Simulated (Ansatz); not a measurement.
# Moving the knobs of a GW run on ZnSe (Stilleite)

A base run on ZnSe (Stilleite), then changed inputs.

Main program and level: Ansatz 0.2.0; G0W0 on PBE, plane waves, PAW.

## 1. The starting structure

It takes space group F-43m (No. 216, cubic). The conventional cell has a = 5.668 Å, b = 5.668 Å, c = 5.668 Å, α = 90.00°, β = 90.00°, γ = 90.00°. Nearest to Zn lie 4 Se at 2.45 Å. Se has 4 Zn at 2.45 Å nearest. Farther neighbours and most contacts between anions are not listed.

The cell and positions come from the Crystallography Open Database and are kept as given unless a step says otherwise. The default PAW set here is soft_1. Its files were made with PBE.

## 2. The base run: 4×4×4 mesh, 135 empty bands, screening to 120 eV

Now the one-shot GW correction: screening in the RPA, then the self-energy of the levels asked for.

Input file input.yaml:

```yaml
crystal:
  lattice:
    - [0.0, 2.8338, 2.8338]
    - [2.8338, 0.0, 2.8338]
    - [2.8338, 2.8338, 0.0]
  atoms:
    - { symbol: Zn, position: [0.0, 0.0, 0.0] }
    - { symbol: Se, position: [0.25, 0.25, 0.25] }
kpoints:
  mp_grid: { grid: [4, 4, 4] }
hamiltonian:
  xc: pbe
  pseudopotentials: { kind: paw, azcp: { folder: "./paw" } }
scf:
  occupations: { method: fixed }
gw:
  n_empty_bands: 135
  ecut_chi: 120
  qp_bands: [v2, c2]
  qp_kpoints: band_edges
  screening: { model: contour_deformation }
```

The run is started by

```bash
$ ansatz run input.yaml --threads 3 --pin off --max-ram 92160MiB --backend cuda --events-out ev --progress --plain --runs-dir out --devices 1 --max-vram 13GiB
```

Numbers of over 12 decimals in the logs are rounded to 6 here.

Log:

```text
GPUs: using 1 of 1 available (devices: 1).
Engine: ansatz 0.2.0, x86_64-unknown-linux-gnu
Pseudopotentials: kind: paw
Pseudopotential: Zn, paw, valence charge 12, recommended cutoff 420 eV (normal), <dir>
Pseudopotential: Se, paw, valence charge 16, recommended cutoff 420 eV (normal), <dir>
Functional definition: PBE
  parameter kappa = 0.804
  parameter beta = 0.066725
  exchange = pbe_x(kappa = kappa, mu = beta*pi^2/3)
  correlation = pbe_c(beta = beta)
device memory: the entry about to start is reckoned to put 0.8 GiB on a device that reports 55.5 GiB free (of which the cap on the GPU budget leaves the run 13.0 GiB)
GPU FFT provider: cuFFT
GPU libraries: cuBLAS 13.8.2, cuFFT 12.4.0, cuSOLVER 12.3.4
Crystal: 2 atoms, lattice volume = 45.513 Å³
Basis set: ecut = 420 eV, 893 PW (Γ)
Bands: 18, of which v1, the nominal top of the filled ones, is band 14 counted from 1 (13 counted from 0)
Symmetry: 24 space group operations
Space group: F-43m (ITA 216), of the structure as read, at distance tolerance 3.6e-5 Å
k-points: 8 of 64 (time reversal used)
Non-local potential: Zn, projectors of the file, l = 0: 2, l = 1: 2, l = 2: 3, l = 3: 1
Non-local potential: Se, projectors of the file, l = 0: 2, l = 1: 2, l = 2: 3, l = 3: 1
PAW form: soft (Blöchl's): semilocal exchange-correlation on the pseudo side does not see the compensation charge
PAW one-centre angular grid: Zn, 590 points (default); XC on 64 Gauss nodes
PAW one-centre angular grid: Se, 590 points (default); XC on 64 Gauss nodes
Initial density: superposition of atomic densities (chi_scale 0.1, normalization cell, long waves kept (reshape's long-wave potential 0.00 eV rms))
Initial wavefunctions: pseudopotential atomic-orbital guess
GPU buffer pool allocated for 19683 grid points (all kernels)
GPU transforms: local potential and band sums: pruned to the plane-wave sphere, on 25×27×27
Functional: x = pbe(κ = 0.804, μ = 0.219515), c = pbe(β = 0.066725)
SCF iter   1: F=—  HF=-8789.797132 eV  |F-HF|=—  |Δ(HF+E_count)|=         —  Δρ=6.17e-2  dr2=1.04e0  ethr=3.10e-3  ⟨swp⟩=4.5  Hψ=693  notcnv=0  defer=9
preconditioner: auto → none  [insulator: Δε(μ)=1.156 eV  Ē_g=12.737 eV  n_scr=14 (ndim 8)  ℏωp=23.4 eV  f_vac=0.060  ε∞_Penn≈4.4]
SCF iter   2: F=—  HF=-8789.559638 eV  |F-HF|=—  |Δ(HF+E_count)|=   2.37e-1  Δρ=2.53e-2  dr2=1.92e-1  ethr=3.10e-3  ⟨swp⟩=2.9  Hψ=316  notcnv=0  defer=12
SCF iter   3: F=—  HF=-8789.476228 eV  |F-HF|=—  |Δ(HF+E_count)|=   8.34e-2  Δρ=1.25e-2  dr2=3.75e-2  ethr=6.85e-4  ⟨swp⟩=2.0  Hψ=294  notcnv=0  defer=10
SCF iter   4: F=—  HF=-8789.470631 eV  |F-HF|=—  |Δ(HF+E_count)|=   5.60e-3  Δρ=2.66e-3  dr2=1.87e-3  ethr=1.34e-4  ⟨swp⟩=2.1  Hψ=295  notcnv=0  defer=11
[...]
E_nonlocal   = 466.100587
  E_hartree    = 2239.727035
  E_xc         = -163.617565
  E_vxc        = -141.509393  (∫ρ·V_xc dr)
  E_paw        = -4028.237027  (= ΣΔE_a)
  E_vpaw       = -608.804415  (= ΣTr[D̂ρ^β])
  E_aug_tail   = -0.000658  (compensation charges beyond the density's cutoff)
  E_ewald      = -2720.942845
  E_smearing   = -0.000000  (= −TS)
  E_closure    = -0.000000  (closes the sum)
  Σ components = -8789.471094   (vs F -8789.471094, Δ=0.00e0)
--- Band table (eV; the first three rows and the last of 8) ---
  k-point 0: bands = [... 10 lower, 0.3688, 6.5715, 6.5715, 6.5715, 7.8437, 12.3580, 12.3580, 12.3580]
  k-point 1: bands = [... 10 lower, 0.3689, 3.5166, 6.0928, 6.0928, 9.3014, 12.9914, 12.9914, 13.1239]
  k-point 2: bands = [... 10 lower, 0.5286, 1.3321, 5.7003, 5.7003, 9.0970, 12.9407, 12.9407, 15.1300]
  k-point 7: bands = [... 10 lower, 0.6704, 1.8718, 3.8029, 3.9014, 12.0424, 12.1048, 13.5197, 14.2738]
--- G₀W₀: contour deformation, 7 samples at zero and on the imaginary axis and 2 off it, 64 q-points, 135 empty bands' worth ---
  eigenvalues of the whole cell's RPA ε∞ on this k-mesh (on a slab, of 1 + 4πα/V) = 13.6614, 13.6614, 13.6614; static W/v taken at q = 0 is 0.073199
  bands read: the sum over 149 bands ends inside a degenerate multiplet in 4 slots, whose members it reads at an even weight; the widest, k=0: bands 148 to 150 (counted from 1) at 2/3 each
  gw.qp_kpoints: band_edges: 7 of 8 stored k-points solved, in 1 pass; an edge of the gap read off the rows below is read off those points alone
    valence top: of the k-points left out ik 5 came nearest to being solved in a further pass, in band 14 (counted from 1, as in the quasiparticle table): it holds the edge there only if its correction is more favourable than any solved in that band by at least 0.913 eV; those differ by 0.089 eV
    conduction bottom: of the k-points left out ik 5 came nearest to being solved in a further pass, in band 15 (counted from 1, as in the quasiparticle table): it holds the edge there only if its correction is more favourable than any solved in that band by at least 2.471 eV; those differ by 0.381 eV
    ik  band        ε_KS         Σx   Σc(E_QP)       V_xc       Z   E_QP_lin       E_QP  E_QP is
     0    13      6.5715   -21.9636     2.3837   -18.8638  0.7520     5.8337     5.8555  root
     0    14      6.5715   -21.9636     2.3837   -18.8638  0.7520     5.8337     5.8555  root
     0    15      7.8437    -9.5176    -3.9960   -13.8337  0.7765     8.1668     8.1637  root
     0    16     12.3580    -6.9147    -4.4966   -11.6435  0.7612    12.5920    12.5901  root
     1    13      6.0928   -21.0947     2.4241   -17.9308  0.7496     5.3287     5.3530  root
     1    14      6.0928   -21.0947     2.4241   -17.9308  0.7496     5.3287     5.3530  root
     1    15      9.3014    -8.9730    -4.1261   -13.4090  0.7716     9.6144     9.6114  root
     1    16     12.9914    -7.1678    -4.6159   -12.0171  0.7544    13.2266    13.2248  root
[...]
7    13      3.8029   -20.3803     3.2487   -16.2508  0.7257     2.8751     2.9221  root
     7    14      3.9014   -16.7546     2.5711   -13.3882  0.7316     3.0713     3.1061  root
     7    15     12.0424    -8.0674    -4.0250   -12.1054  0.7643    12.0554    12.0554  root
     7    16     12.1048   -10.1055    -4.8010   -15.4024  0.7430    12.6110    12.6007  root
[key lines of the parts left out:]
SCF converged after 8 iterations
Free energy (F): -8789.471094 eV
Fermi energy:    6.571547 eV
```

Elapsed: 19 s, on 1 × NVIDIA H100 80GB HBM3 (shared by 6 runs) with 3 threads of AMD EPYC 7R13 (Zen 3), shared host; peak memory 1.1 GiB; 7.4 s of CPU time.

This step gave:

| Property | Result |
| --- | --- |
| bands summed | 149 |
| RPA ε∞ on this mesh (eigenvalues) | 13.66, 13.66, 13.66 |
| plane waves in the screening matrix | 137 |
| q-points in the mesh | 64 |
| G0W0 gap on the mesh | 2.308 eV |
| k of the valence top | 0, 0, 0 |
| k of the conduction bottom | 0, 0, 0 |
| starting gap on the mesh | 1.272 eV |
| Z at the valence top | 0.7520 |
| Z at the conduction bottom | 0.7765 |
| least direct G0W0 gap on the computed points | 2.308 eV |

The gap on the mesh goes from 1.27 eV to 2.31 eV, a correction of +1.04 eV. Between the two edge states, bare exchange in place of the xc potential would open the gap by 7.42 eV, and correlation takes back 6.38 eV.

## 3. Variant: coarser q mesh

Edit input.yaml of step 2 so:

```diff
@@ -16,4 +16,4 @@
 gw:
-  n_empty_bands: 135
-  ecut_chi: 120
+  n_empty_bands: 103
+  ecut_chi: 100
   qp_bands: [v2, c2]
@@ -21 +21,2 @@
   screening: { model: contour_deformation }
+  q_mesh: [2, 2, 2]
```

Log:

```text
GPUs: using 1 of 1 available (devices: 1).
[...]
GPU FFT provider: cuFFT
GPU libraries: cuBLAS 13.8.2, cuFFT 12.4.0, cuSOLVER 12.3.4
Crystal: 2 atoms, lattice volume = 45.513 Å³
Basis set: ecut = 420 eV, 893 PW (Γ)
Bands: 18, of which v1, the nominal top of the filled ones, is band 14 counted from 1 (13 counted from 0)
[... 1 set-up line as in the run before ...]
[...]
k-points: 8 of 64 (time reversal used)
[...]
GPU buffer pool allocated for 19683 grid points (all kernels)
[...]
SCF iter   1: F=—  HF=-8789.797132 eV  |F-HF|=—  |Δ(HF+E_count)|=         —  Δρ=6.17e-2  dr2=1.04e0  ethr=3.10e-3  ⟨swp⟩=4.5  Hψ=693  notcnv=0  defer=9
[...]
SCF iter   8: F=-8789.471094 eV  HF=-8789.471094 eV  |F-HF|=2.26e-8  |Δ(HF+E_count)|=   6.91e-8  Δρ=1.13e-5  dr2=3.16e-8  ethr=3.57e-10  ⟨swp⟩=5.0  Hψ=629  notcnv=0
SCF 1 converged in 8 iterations: F = -8789.471094 eV  dr2 = 3.16e-8
[...]
NSCF: frozen V_eff on 8 k-points
[...]
G₀W₀ screening: q 1/3
[... further progress lines ...]
[...]
SCF converged after 8 iterations
Free energy (F): -8789.471094 eV
[...]
Internal energy: -8789.471094 eV  (E = F + TS)
E sigma→0 (E₀):  -8789.471094 eV
Fermi energy:    6.571547 eV
[...]
--- Band table (eV; the first three rows and the last of 8) ---
  k-point 0: bands = [... 10 lower, 0.3688, 6.5715, 6.5715, 6.5715, 7.8437, 12.3580, 12.3580, 12.3580]
  k-point 1: bands = [... 10 lower, 0.3689, 3.5166, 6.0928, 6.0928, 9.3014, 12.9914, 12.9914, 13.1239]
  k-point 2: bands = [... 10 lower, 0.5286, 1.3321, 5.7003, 5.7003, 9.0970, 12.9407, 12.9407, 15.1300]
  k-point 7: bands = [... 10 lower, 0.6704, 1.8718, 3.8029, 3.9014, 12.0424, 12.1048, 13.5197, 14.2738]
[...]
0    13      6.5715   -22.9921     3.4247   -18.8638  0.7171     5.8321     5.8680  root
     0    14      6.5715   -22.9921     3.4247   -18.8638  0.7171     5.8321     5.8680  root
     0    15      7.8437    -8.4768    -4.9405   -13.8337  0.7350     8.2699     8.2601  root
     0    16     12.3580    -6.4685    -4.9649   -11.6435  0.7275    12.5703    12.5680  root
     1    13      6.0928   -21.9143     3.3113   -17.9308  0.7173     5.3888     5.4206  root
     1    14      6.0928   -21.9143     3.3113   -17.9308  0.7173     5.3888     5.4206  root
     1    15      9.3014    -8.0951    -4.9325   -13.4090  0.7338     9.6910     9.6828  root
     1    16     12.9914    -6.9310    -4.9131   -12.0171  0.7292    13.1660    13.1645  root
[...]
7    13      3.8029   -20.5816     3.5704   -16.2508  0.7065     2.9960     3.0426  root
     7    14      3.9014   -16.8608     2.8223   -13.3882  0.7173     3.2214     3.2511  root
     7    15     12.0424    -7.7611    -4.3935   -12.1054  0.7357    11.9933    11.9932  root
     7    16     12.1048   -10.0225    -4.9349   -15.4024  0.7260    12.5615    12.5498  root
```

The job ended after 13 s (1 × NVIDIA H100 80GB HBM3 (shared by 6 runs) with 3 threads; peak memory 1 GiB; 5.1 s of CPU time).

Against the base:

```tsv
setting	base	variant
empty bands	135	103
screening cutoff (eV)	120	100
q mesh	-	[2, 2, 2]
```

```tsv
quantity	variant	base
starting gap on the mesh	1.272	1.272
G0W0 gap on the mesh	2.392	2.308
least direct G0W0 gap on the computed points	2.392	2.308
Z at the valence top	0.717	0.752
Z at the conduction bottom	0.735	0.776
```

## 4. Variant: guard bands

Edit input.yaml of step 3 so:

```diff
@@ -16,4 +16,4 @@
 gw:
-  n_empty_bands: 103
-  ecut_chi: 100
+  n_empty_bands: 73
+  ecut_chi: 80
   qp_bands: [v2, c2]
@@ -21,2 +21,2 @@
   screening: { model: contour_deformation }
-  q_mesh: [2, 2, 2]
+  n_guard_bands: 0
```

Log:

```text
GPUs: using 1 of 1 available (devices: 1).
[...]
GPU FFT provider: cuFFT
GPU libraries: cuBLAS 13.8.2, cuFFT 12.4.0, cuSOLVER 12.3.4
Crystal: 2 atoms, lattice volume = 45.513 Å³
Basis set: ecut = 420 eV, 893 PW (Γ)
Bands: 18, of which v1, the nominal top of the filled ones, is band 14 counted from 1 (13 counted from 0)
[... 1 set-up line as in the run before ...]
[...]
k-points: 8 of 64 (time reversal used)
[...]
GPU buffer pool allocated for 19683 grid points (all kernels)
[...]
SCF iter   1: F=—  HF=-8789.797132 eV  |F-HF|=—  |Δ(HF+E_count)|=         —  Δρ=6.17e-2  dr2=1.04e0  ethr=3.10e-3  ⟨swp⟩=4.5  Hψ=693  notcnv=0  defer=9
[...]
SCF iter   8: F=-8789.471094 eV  HF=-8789.471094 eV  |F-HF|=2.26e-8  |Δ(HF+E_count)|=   6.91e-8  Δρ=1.13e-5  dr2=3.16e-8  ethr=3.57e-10  ⟨swp⟩=5.0  Hψ=629  notcnv=0
SCF 1 converged in 8 iterations: F = -8789.471094 eV  dr2 = 3.16e-8
[...]
G₀W₀ screening: q 1/8
[... further progress lines ...]
[...]
SCF converged after 8 iterations
Free energy (F): -8789.471094 eV
[...]
Internal energy: -8789.471094 eV  (E = F + TS)
E sigma→0 (E₀):  -8789.471094 eV
Fermi energy:    6.571547 eV
[...]
--- Band table (eV; the first three rows and the last of 8) ---
  k-point 0: bands = [... 10 lower, 0.3688, 6.5715, 6.5715, 6.5715, 7.8437, 12.3580, 12.3580, 12.3580]
  k-point 1: bands = [... 10 lower, 0.3689, 3.5166, 6.0928, 6.0928, 9.3014, 12.9914, 12.9914, 13.1239]
  k-point 2: bands = [... 10 lower, 0.5286, 1.3321, 5.7003, 5.7003, 9.0970, 12.9407, 12.9407, 15.1300]
  k-point 7: bands = [... 10 lower, 0.6704, 1.8718, 3.8029, 3.9014, 12.0424, 12.1048, 13.5197, 14.2738]
[...]
0    13      6.5715   -21.9636     2.5245   -18.8638  0.7538     5.9838     5.9963  root
     0    14      6.5715   -21.9636     2.5245   -18.8638  0.7538     5.9838     5.9963  root
     0    15      7.8437    -9.5176    -3.8338   -13.8337  0.7768     8.3337     8.3259  root
     0    16     12.3580    -6.9147    -4.3806   -11.6435  0.7613    12.7106    12.7061  root
     1    13      6.0928   -21.0947     2.5636   -17.9308  0.7512     5.4784     5.4925  root
     1    14      6.0928   -21.0947     2.5636   -17.9308  0.7512     5.4784     5.4925  root
     1    15      9.3014    -8.9730    -3.9753   -13.4090  0.7720     9.7695     9.7622  root
     1    16     12.9914    -7.1678    -4.5024   -12.0171  0.7547    13.3425    13.3384  root
[...]
7    13      3.8029   -20.3803     3.3318   -16.2508  0.7268     2.9699     3.0052  root
     7    14      3.9014   -16.7546     2.6996   -13.3882  0.7323     3.2127     3.2345  root
     7    15     12.0424    -8.0674    -3.9335   -12.1054  0.7649    12.1472    12.1469  root
     7    16     12.1048   -10.1055    -4.6286   -15.4024  0.7439    12.7942    12.7731  root
```

It took 17 s on 1 × NVIDIA H100 80GB HBM3 (shared by 6 runs) with 3 threads; peak memory 0.99 GiB; 6 s of CPU time.

The G0W0 gap on the mesh is 2.330 eV.

Against the base:

```tsv
setting	base	variant
empty bands	135	73
screening cutoff (eV)	120	80
n guard bands	-	0
```

```tsv
quantity	variant	base
starting gap on the mesh	1.272	1.272
G0W0 gap on the mesh	2.330	2.308
least direct G0W0 gap on the computed points	2.330	2.308
Z at the valence top	0.754	0.752
Z at the conduction bottom	0.777	0.776
```

## 5. Outcome

| Item | Value |
| --- | --- |
| base | 2.31 eV, 19 s |
| coarser q mesh | 2.39 eV, 13 s |
| guard bands | 2.33 eV, 17 s |

In words: Coarser q mesh: the gap moves by +0.08 eV; such settings are too crude to quote. The variant differs from the base in empty bands, screening cutoff and q mesh together, so the change can't be laid to one of them. Guard bands: the gap moves by +0.02 eV. The variant differs from the base in empty bands, screening cutoff and n guard bands together, so the change can't be laid to one of them. All runs here use a coarse mesh and modest cutoffs; they test settings and are not final values. The 4×4×4 mesh is coarse for this cell (its supercell is 16 Å along the shortest edge). The RPA ε∞ on it, from the PBE start, is 13.66; such meshes misread the long-range screening, most where the gap is narrow. The many-body steps are scalar-relativistic: spin-orbit coupling is not in them.

[Paths, hosts, dates, memory and timing lines, banners, echoed tables and standing remarks are left out of the program output.]

[Logs are printed without paths, hosts, clocks, repeated set-up lines and the standing remarks that a program may print on its own settings, such as how far it seeks lower states.]

[Runs of the session that timed out or met a known fault of the program may be left out.]

[Cells called generated may have been cut or substituted from an entry of the Crystallography Open Database or the Materials Project.]

[Hosts, paths, dates, database ids (printed as entryN), source tags and the programs' standing remarks are cut or masked in the printed files.]
